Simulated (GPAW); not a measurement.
Runs of GPAW 26.7.0 on LiCl. The structure is cubic, space group Fm-3m (No. 225). Conventional cell: a = 5.130 Å, b = 5.130 Å, c = 5.130 Å, α = 90.00°, β = 90.00°, γ = 90.00°. Cl (site symmetry m-3m) has 6 Li at 2.56 Å as nearest neighbours. Around Li (site symmetry m-3m) lie 6 Cl at 2.56 Å. 

```csv
task,level,potentials or basis,cell,k mesh,cutoff (eV),smearing,band path,band points,optimizer,fmax,max steps,gap on the mesh (eV),pressure (GPa),relaxed volume (Å³/atom)
band structure,GLLB-SC,"the program's PAW data sets (release 1.2.1) made for this functional, pw",as given,7 × 7 × 7,800,fermi-dirac 0.05 eV,"GXWKGLUWLK,UX",100,-,-,-,10.40,-,-
band structure,revPBE,"the program's PAW data sets (release 1.2.1) made for this functional, pw",as given,9 × 9 × 9,800,fermi-dirac 0.05 eV,"GXWKGLUWLK,UX",80,-,-,-,6.52,2.2,-
relaxation of cell and atoms,PBEsol+D3(BJ),"PAW data sets generated in the run's folder for this functional, pw",relaxed,9 × 9 × 9,800,fermi-dirac 0.05 eV,-,-,BFGS,0.05 eV/Å,40,(a),0.4,15.28
one-shot levels of the hybrid HSE06,LDA,"the program's PAW data sets (release 1.2.1) made for this functional, pw",as given,6 × 6 × 6,600,fermi-dirac 0.05 eV,-,-,-,-,-,5.99,-2.9,-
relaxation of cell and atoms,PBE+D4,"GPAW PAW data sets (gpaw-data 1.2.1), pw",relaxed,9 × 9 × 9,800,fermi-dirac 0.05 eV,-,-,BFGS,0.05 eV/Å,60,6.44,0.0,16.53
band structure,OLYP,"PAW data sets generated in the run's folder for this functional, pw",as given,7 × 7 × 7,800,fermi-dirac 0.05 eV,"GXWKGLUWLK,UX",100,-,-,-,7.00,(d),-
band structure,LDA,"JTH PAW 2.0, LDA, pw",as given,7 × 7 × 7,800,fermi-dirac 0.05 eV,"GXWKGLUWLK,UX",60,-,-,-,5.99,-3.0,-
band structure,r2SCAN,"GPAW PAW data sets (gpaw-data 1.2.1), pw",as given,9 × 9 × 9,800,fermi-dirac 0.05 eV,"GXWKGLUWLK,UX",60,-,-,-,7.23,0.0,-
single point,PBE,"GPAW PAW data sets (gpaw-data 1.2.1), pw",as given,9 × 9 × 9,800,gaussian 0.012 eV,-,-,-,-,-,(c),0.5,-
band structure,r2SCAN,"GPAW PAW data sets (gpaw-data 1.2.1), pw",as given,7 × 7 × 7,800,fermi-dirac 0.05 eV,"GXWKGLUWLK,UX",60,-,-,-,7.23,0.0,-
band structure,RPBE+D4,"the program's PAW data sets (release 1.2.1) made for this functional, pw",the cell as VASP's run set it,9 × 9 × 9,800,gaussian 0.01 eV,"GXWKGLUWLK,UX",80,-,-,-,6.57,(b),-
```

Alike in all rows: no spin polarisation.

**Question.** Estimate the missing entries.

**Answer.** (a) 6.68; (b) -0.6; (c) 6.32; (d) 3.3.

Caveats: an odd mesh through Γ misses points on the zone boundary, where band edges often lie (some runs); later steps reuse the first step's grids (some runs); the PAW data sets were made with another functional, which shifts forces and pressure a little (some runs); the GLLB-SC gap is the Kohn-Sham gap of the path plus the derivative discontinuity (some runs); a model potential gives levels but no total energy (some runs); the cutoff is short for stress and forces, so pressures can be off by a GPa or more (some runs); energy and the plain gap are those of the semilocal run (some runs).

Not every run made on this cell is shown here.
